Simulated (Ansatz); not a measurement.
# Cu (Cmcm) in Ansatz: notebook

One crystal, Cu, is run at these levels: PBEsol; tasks: phonons, elastic constants.

Program: Ansatz 0.2.0. These are calculated values, not measurements. Logs are shortened: lines on timing, memory, paths and dates and some standing lists are left out, and cuts for length are marked.

## (1) The structure

It takes space group Cmcm (No. 63, orthorhombic). Conventional cell: a = 2.437 Å, b = 7.953 Å, c = 2.475 Å, α = 90.00°, β = 90.00°, γ = 90.00°. Cu (site symmetry m2m) is surrounded by 10 Cu at 2.44 to 2.54 Å.

This isn't the form of Cu at room conditions, which is fcc.

## (2) Phonons, PBEsol

input.yaml reads:

```yaml
crystal:
  lattice:
    - [1.21846369, -3.9763780104, 0.0]
    - [1.21846369, 3.9763780104, 0.0]
    - [0.0, 0.0, 2.4754955235]
  atoms:
    - { symbol: Cu, position: [0.86613335, 0.13386665, 0.75] }
    - { symbol: Cu, position: [0.13386665, 0.86613335, 0.25] }
hamiltonian:
  xc: pbesol
  pseudopotentials: { kind: paw }
kpoints:
  mp_grid: { grid: [10, 10, 10] }
scf:
  occupations: { method: fermi_dirac, width: 0.05 }
phonons:
  method: dfpt
  qmesh: [2, 2, 2]
  temperatures: { t_max: 1000, t_step: 100 }
  qpath:
    path:
      - [[0.0, 0.0, 0.0], [0.2734741495, 0.2734741495, 0.0], [0.0, 0.5, 0.0], [0.0, 0.5, 0.5], [0.2734741495, 0.2734741495, 0.5], [0.0, 0.0, 0.5], [0.0, 0.0, 0.0], [-0.5, 0.5, 0.0], [-0.2734741495, 0.7265258505, 0.0], [-0.2734741495, 0.7265258505, 0.5], [-0.5, 0.5, 0.5], [-0.5, 0.5, 0.0]]
      - [[0.0, 0.0, 0.5], [-0.5, 0.5, 0.5]]
    npoints: 8
```

Potentials or basis: Ansatz PAW.

The run is started by

```
> ansatz run input.yaml --threads 2 --pin off --max-ram 5632MiB --backend cpu --events-out ev --progress --plain --runs-dir out
```

Standard output:

```text
Warning: RAYON_NUM_THREADS=2 ignored (pool sized by the plan → 2); use --threads N
Engine: ansatz 0.2.0, x86_64-unknown-linux-gnu
Pseudopotentials: kind: paw
Pseudopotential: Cu, paw, valence charge 19, recommended cutoff 420 eV (normal), Cu.paw.azcp
Functional definition: PBEsol
  exchange = pbesol_x
  correlation = pbesol_c
Crystal: 2 atoms, lattice volume = 23.988 Å³
Basis set: ecut = 420 eV, 445 PW (Γ), exchange–correlation on 60×60×36 points (8 copies of the dense FFT grid, shifted against one another)
Bands: 23, of which v1, the nominal top of the filled ones, is band 19 counted from 1 (18 counted from 0)
Symmetry: 8 space group operations
k-points: 186 of 1000
Non-local potential: Cu, projectors of the file, l = 0: 3, l = 1: 2, l = 2: 3, l = 3: 1
PAW form: soft (Blöchl's): semilocal exchange-correlation on the pseudo side does not see the compensation charge
PAW frozen core: Cu, regenerated for the run's functional, and the local potential with it (the file was generated under x = pbe(κ = 0.804, μ = 0.2195149727645171), c = pbe(β = 0.06672455060314922))
PAW one-centre angular grid: Cu, 590 points (default); XC on 64 Gauss nodes
Initial density: superposition of atomic densities (neutral atoms: chi_scale 0, normalization atom), corrected by the library's trained network
Initial wavefunctions: pseudopotential atomic-orbital guess
Functional: x = pbesol(κ = 0.804, μ = 0.12345679012345678), c = pbesol(β = 0.046)
SCF iter   1: F=—  HF=-13177.239936 eV  |F-HF|=—  |Δ(HF+E_count)|=         —  Δρ=2.22e-2  dr2=6.23e-2  ethr=1.77e-3  ⟨swp⟩=5.7  Hψ=16193  notcnv=0
preconditioner: auto → none  [metal: Δε(μ)=0.096 eV  Ē_g=10.402 eV  σ=0.050 eV  W_gap=0.39  n_scr=8 (ndim 8)  ℏωp=35.6 eV  f_vac=0.000  D(μ)=0.50/eV (n_scr^D=2)  sad-step TF]
SCF iter   2: F=—  HF=-13177.226842 eV  |F-HF|=—  |Δ(HF+E_count)|=   1.31e-2  Δρ=5.36e-3  dr2=4.25e-3  ethr=1.64e-4  ⟨swp⟩=2.5  Hψ=8039  notcnv=0  defer=21
SCF iter   3: F=—  HF=-13177.225863 eV  |F-HF|=—  |Δ(HF+E_count)|=   9.79e-4  Δρ=1.51e-3  dr2=3.41e-4  ethr=1.12e-5  ⟨swp⟩=1.1  Hψ=4317  notcnv=0  defer=21
SCF iter   4: F=—  HF=-13177.225766 eV  |F-HF|=—  |Δ(HF+E_count)|=   9.69e-5  Δρ=2.67e-4  dr2=5.33e-5  ethr=8.98e-7  ⟨swp⟩=2.0  Hψ=5961  notcnv=0  defer=21
SCF iter   5: F=—  HF=-13177.225749 eV  |F-HF|=—  |Δ(HF+E_count)|=   1.78e-5  Δρ=6.48e-5  dr2=2.34e-7  ethr=1.40e-7  ⟨swp⟩=2.0  Hψ=6130  notcnv=0  defer=21
SCF iter   6: F=—  HF=-13177.225746 eV  |F-HF|=—  |Δ(HF+E_count)|=   2.70e-6  Δρ=1.36e-5  dr2=1.86e-8  ethr=6.15e-10  ⟨swp⟩=2.0  Hψ=7826  notcnv=0  defer=21
SCF iter   7: F=—  HF=-13177.225746 eV  |F-HF|=—  |Δ(HF+E_count)|=   1.46e-8  Δρ=7.54e-7  dr2=3.60e-11  ethr=4.88e-11  ⟨swp⟩=2.0  Hψ=7615  notcnv=0  defer=21
SCF iter   8: F=-13177.225746 eV  HF=-13177.225746 eV  |F-HF|=0.00e0  |Δ(HF+E_count)|=  7.28e-12  Δρ=4.06e-8  dr2=1.97e-13  ethr=1.00e-12  ⟨swp⟩=5.5  Hψ=19556  notcnv=0
SCF 1 converged in 8 iterations: F = -13177.225746 eV  dr2 = 1.97e-13
NSCF: frozen V_eff on 186 k-points
NSCF: frozen V_eff on 186 k-points
DFPT response loops at q = (0, 0, 0) (fractional): preconditioner auto → Kerker (q_TF=auto, 2.946 Å⁻¹) (partly filled bands, converged f_vac=0.000); β = 1.00, the filter's whole step (`scf.mixing.beta` (0.50) is not read by the response loops under this deck's `scf.mixing.preconditioner`; to damp them name `kerker` or `kerker_dos`, under which they read `scf.mixing.beta`, and type it under 1.00, their step now; both keys bind the ground state too); Broyden in place of MSR1
NSCF: frozen V_eff on 372 k-points
DFPT response loops at q = (0, 0, -0.5) (fractional): mixed as the last ones told, above
NSCF: frozen V_eff on 624 k-points
DFPT response loops at q = (0, -0.5, 0) (fractional): mixed as the last ones told, above
NSCF: frozen V_eff on 624 k-points
DFPT response loops at q = (0, -0.5, -0.5) (fractional): mixed as the last ones told, above
NSCF: frozen V_eff on 372 k-points
DFPT response loops at q = (-0.5, -0.5, 0) (fractional): mixed as the last ones told, above
NSCF: frozen V_eff on 372 k-points
DFPT response loops at q = (-0.5, -0.5, -0.5) (fractional): mixed as the last ones told, above
SCF converged after 8 iterations
Free energy (F): -13177.225746 eV
Harris-Foulkes:  -13177.225746 eV  (|F-HF|=0.00e0)
Internal energy: -13177.221451 eV  (E = F + TS)
E sigma→0 (E₀):  -13177.223598 eV
Entropy (-TS):   -0.004295 eV (-2.148 meV/atom)
Fermi energy:    16.229010 eV
--- Per-component energies (eV) ---
  E_band       = -735.747269
  E_kinetic    = 600.874157
  E_local      = -8261.924804  (includes V_loc(G=0)·N_el)
  E_nonlocal   = 783.632872
  E_hartree    = 3636.022335
  E_xc         = -178.044944
  E_vxc        = -230.774050  (∫ρ·V_xc dr)
  E_paw        = -3253.071942  (= ΣΔE_a)
  E_vpaw       = -899.600580  (= ΣTr[D̂ρ^β])
  E_aug_tail   = 0.000498  (compensation charges beyond the density's cutoff)
  E_ewald      = -6505.122028
  E_core_change = 0.412404  (= ΣΔE_core)
  E_smearing   = -0.004295  (= −TS)
  E_closure    = -0.000000  (closes the sum)
  Σ components = -13177.225746   (vs F -13177.225746, Δ=0.00e0)
--- Band table (eV; the first three rows and the last of 186) ---
  k-point 0: bands = ["-96.0214", "-96.0031", "-53.6120", "-53.5252", "-53.4876", "-53.4871", "-53.4664", "-53.4528", "6.9150", "11.2635", "12.0433", "12.5297", "13.2409", "13.5071", "13.9477", "14.2608", "14.4586", "14.5998", "14.8428", "16.1192", "21.0265", "30.9049", "34.5342"]
  k-point 1: bands = ["-96.0203", "-96.0029", "-53.6082", "-53.5322", "-53.4965", "-53.4894", "-53.4655", "-53.4525", "7.1744", "11.4151", "12.0748", "12.5598", "13.1810", "13.5591", "13.9243", "14.1622", "14.2968", "14.5036", "14.5752", "16.9537", "21.1118", "28.4276", "34.8526"]
  k-point 2: bands = ["-96.0171", "-96.0023", "-53.5975", "-53.5504", "-53.5199", "-53.4963", "-53.4629", "-53.4518", "7.9317", "11.7960", "12.1564", "12.5867", "13.0386", "13.4921", "13.8439", "13.9368", "13.9689", "14.5353", "14.5575", "18.4496", "21.3965", "24.7674", "33.7343"]
  k-point 185: bands = ["-96.0050", "-96.0050", "-53.6165", "-53.6165", "-53.5148", "-53.5148", "-53.4532", "-53.4532", "11.1742", "11.1742", "12.6505", "12.6505", "13.8143", "13.8143", "14.2977", "14.2977", "14.7234", "14.7234", "15.2284", "15.2284", "19.9228", "19.9228", "34.0547"]
--- Phonons (Γ-DFPT): 3 representative perturbations + reference (Σ response iterations 12) ---
  ASR residual: 1.375e-4 → 0.000e0 eV/Å²; symmetrization residual: 2.180e-12 eV/Å²
  ASR residual per site (eV/Å²): 1.38e-4 1.38e-4
  Γ frequencies (cm⁻¹): 0.00 0.00 0.00 94.66 153.00 254.76
--- Phonons (arbitrary-q DFPT): 6 irreducible q on the 2×2×2 mesh ---
  q = [0.0000, 0.0000, 0.0000] (star 1, of the zone-centre solve; hermiticity 9.05e-14, symmetrization 2.42e-13): -0.00 -0.00 0.00 94.66 153.00 254.76
  q = [0.0000, 0.0000, -0.5000] (star 1, 3 solved perturbations on 186 of 1000 k-point pairs; hermiticity 5.57e-8, symmetrization 2.60e-13): 31.37 31.37 175.99 175.99 236.45 236.45
  q = [0.0000, -0.5000, 0.0000] (star 2, 3 solved perturbations on 312 of 1000 k-point pairs; hermiticity 1.33e-7, symmetrization 9.29e-14): 53.35 98.61 121.56 199.52 245.56 247.68
  q = [0.0000, -0.5000, -0.5000] (star 2, 3 solved perturbations on 312 of 1000 k-point pairs; hermiticity 2.35e-7, symmetrization 1.11e-13): 160.82 160.82 218.89 218.89 246.21 246.21
  q = [-0.5000, -0.5000, 0.0000] (star 1, 3 solved perturbations on 186 of 1000 k-point pairs; hermiticity 8.76e-13, symmetrization 4.00e-13): -71.98 101.67 116.29 117.64 190.74 191.66
  q = [-0.5000, -0.5000, -0.5000] (star 1, 3 solved perturbations on 186 of 1000 k-point pairs; hermiticity 1.68e-7, symmetrization 3.27e-13): 32.10 32.10 140.55 140.55 260.17 260.17
  sum rule: each row above includes the acoustic sum rule's correction from the zone centre's row sums; it moved no ω² by more than (0.77 cm⁻¹)²
  mesh force constants: q→R imaginary residual 4.65e-18; ASR residual 1.375e-4 → 0.000e0 eV/Å²; symmetrization residual 5.329e-15 eV/Å²
  interpolated dispersion: 98 rows × 6 modes
  density of states and harmonic sums: on the 26×26×26 q-mesh, interpolated from the force constants of a 2×2×2 supercell (no non-analytic term)
  largest difference from the sums on the solved wave vectors: F 2.50e-2 eV, S 5.83e-5 and C_V 3.33e-5 eV/K
  zero-point energy: 0.060939 eV/cell   skipped modes (ω ≤ 0): 365, of them read as no rigid motion or as one in doubt: 362 (1.129e-1 modes/cell left out, lowest -71.98 cm⁻¹)   left out of the sums: 1.89e-2 of the cell's modes: C_V's classical limit lies that fraction below 3 k_B per atom; for a crystal, a wire or a layer, F and S can be off by more, and a phonons.interpolated_qmesh denser along its periods is the remedy for the sampling
```

Run time: 1.9 min. Hardware: 2 threads of Intel Xeon Platinum 8488C (Sapphire Rapids), shared host; peak memory 0.88 GiB.

Results:

- Free energy: -13177.2257 eV
- Band gap on the k mesh: none (metal or under the smearing width)
- Highest phonon frequency: 260 cm⁻¹
- Most unstable mode: 72i cm⁻¹

Phonon frequencies in cm⁻¹ (negative: imaginary):
```csv
q point,frequencies
"(0.000, 0.000, 0.000)",0 0 0 95 153 255
"(0.000, 0.000, -0.500)",31 31 176 176 236 236
"(0.000, -0.500, 0.000)",53 99 122 200 246 248
"(0.000, -0.500, -0.500)",161 161 219 219 246 246
"(-0.500, -0.500, 0.000)",-72 102 116 118 191 192
"(-0.500, -0.500, -0.500)",32 32 141 141 260 260
```

Caveat: some modes are imaginary; the q mesh is small, so phonon branches between its points and thermal values are rough; the PAW data sets come from PBE, with cores solved anew for the run's functional, which leaves a small shift of forces and pressure.

## (3) Elastic constants, PBEsol

input.yaml reads:

```yaml
crystal:
  lattice:
    - [1.21846369, -3.9763780104, 0.0]
    - [1.21846369, 3.9763780104, 0.0]
    - [0.0, 0.0, 2.4754955235]
  atoms:
    - { symbol: Cu, position: [0.86613335, 0.13386665, 0.75] }
    - { symbol: Cu, position: [0.13386665, 0.86613335, 0.25] }
hamiltonian:
  xc: pbesol
  pseudopotentials: { kind: paw }
kpoints:
  mp_grid: { grid: [10, 10, 10] }
scf:
  occupations: { method: fermi_dirac, width: 0.05 }
output:
  forces: true
  stress: true
elastic:
  mode: relaxed_ion
  stencil: two_point
```

Potentials or basis: Ansatz PAW.

The run is started by

```
> ansatz run input.yaml --threads 2 --pin off --max-ram 5632MiB --backend cpu --events-out ev --progress --plain --runs-dir out
```

It took 2.2 min on 2 threads of Intel Xeon Platinum 8488C (Sapphire Rapids), shared host; peak memory 0.54 GiB.

It converged, with:

```
Free energy            : -13177.2258 eV
Pressure               : -1.7 GPa
Band gap on the k mesh : none (metal or under the smearing width)
Voigt bulk modulus     : 144 GPa
```

Stress tensor (GPa, compression positive):
```
-1.14  0.00  0.00
 0.00 -2.34  0.00
 0.00  0.00 -1.52
```

Levels at points of the mesh, in eV from the Fermi level:
| k point | band 15 | band 16 | band 17 | band 18 | band 19 | band 20 | band 21 | band 22 | band 23 |
| --- | --- | --- | --- | --- | --- | --- | --- | --- | --- |
| (0.00, 0.00, 0.00) | -2.28 | -1.97 | -1.77 | -1.63 | -1.39 | -0.11 | 4.80 | 14.68 | 18.30 |
| (0.00, 0.00, -0.50) | -2.68 | -2.68 | -1.65 | -1.65 | 0.01 | 0.01 | 8.16 | 8.16 | 9.39 |
| (0.00, -0.50, 0.00) | -2.65 | -2.46 | -2.07 | -1.60 | -0.45 | 1.29 | 2.49 | 6.87 | 12.85 |
| (0.00, -0.50, -0.50) | -1.77 | -1.77 | -1.21 | -1.21 | 3.67 | 3.67 | 7.46 | 7.46 | 9.63 |
| (-0.50, -0.50, 0.00) | -2.54 | -2.27 | -2.24 | -1.86 | -1.53 | -1.46 | 13.57 | 15.26 | 15.49 |
| (-0.50, -0.50, -0.50) | -1.93 | -1.93 | -1.51 | -1.51 | -1.00 | -1.00 | 3.69 | 3.69 | 17.83 |

Elastic tensor in Voigt notation (GPa, in the Cartesian axes of the cell as first typed):
```
297  62  42   0   0   0
 61 255 134   0   0   0
 42 135 267   0   0   0
  0   0   0  88   0   0
  0   0   0   0   7   0
  0   0   0   0   0 -95
```

Caveat: the elastic tensor has a negative eigenvalue, so either the cell is unstable as it stands or the mesh is too thin; the PAW data sets come from PBE, with cores solved anew for the run's functional, which leaves a small shift of forces and pressure.
